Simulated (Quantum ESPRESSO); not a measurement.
Crystal: FeO (Wuestite).

```xyz
2
Lattice="1.5188 0.8769 2.5196 -1.5188 0.8769 2.5196 0.0000 -1.7538 2.5196" Properties=species:S:1:pos:R:3 pbc="T T T"
Fe    0.0000    0.0000    0.0000
O     0.0000    0.0000    3.7794
```

Base run:

* Program: Quantum ESPRESSO 7.5
* Functional: PBEsol
* Potentials or basis: GBRV 1.5 PBEsol
* Cutoff: 762 eV
* Density cutoff: 6095 eV
* k mesh: 11 × 11 × 11
* Occupations: fermi-dirac, width 0.05 eV
* Spin: collinear spin, ferromagnetic start
* Starting moments: [3.0, 0.0] μB

Its results: band gap on the k mesh none (metal or under the smearing width); pressure -9.3 GPa; net moment 4.00 μB per cell; site moments Fe +3.46; O +0.32 μB.

Task: The run is repeated on the same cell with these changes: functional from PBEsol to LDA; potentials or basis from GBRV 1.5 PBEsol to GBRV 1.5 LDA. What comes out?

Result: Band gap on the k mesh none (metal or under the smearing width); pressure -16.3 GPa; net moment 4.00 μB per cell; site moments Fe +3.43; O +0.34 μB.

Caveats: a cell with one magnetic atom can't hold antiferromagnetic order, which such compounds often take; semilocal functionals often make such compounds metallic where correlation or magnetic order opens a gap, which also shifts bond lengths; so large a pressure means that the cell lies far from this level's equilibrium, or that cutoff or potentials fall short (some runs).
